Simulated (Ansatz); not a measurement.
System: P vacancy in zinc-blende AlP (charge state +1). The step: one P atom jumps into the vacancy from a nearby P site; the atom moves 3.81 Å along (0.00, -0.49, -0.49) of the unit cell; the moving atom starts with neighbours 3 Al at 2.38, Al at 2.41 Å and ends with 3 Al at 2.38, Al at 2.41 Å. DFT values are from Ansatz (plane-wave PAW, 420 eV unless said) in a cell of 64 host sites, spin-restricted, static, with no finite-size correction. The charge state is imposed; whether it is stable for some Fermi level was not computed. Forms of the defect that were not tried may lie lower. For the PBE band: the saddle point's order was not checked, and it lies on a symmetry element of the cell, where a band can be held.

```csv
Level,Forward barrier (eV),Cost of the band or of the saddle's single point
"CHGNet universal potential (has no charge state), its own band",0.95,-
"PBE, a 2×2×2 k-point mesh shifted by half a step, band relaxed",2.48,around 70 core-minutes (rough)
"PBE, a 3×3×3 k-point mesh shifted by half a step, same geometries",2.49,roughly 5 core-minutes
"r2SCAN at 500 eV, a 2×2×2 k-point mesh shifted by half a step, same geometries",?,roughly 3 core-minutes
```

Q: Some entries are withheld; supply them.

A: 
- r2SCAN at 500 eV, a 2×2×2 k-point mesh shifted by half a step, same geometries, Forward barrier (eV): 2.79

Ansatz is a first-principles code.
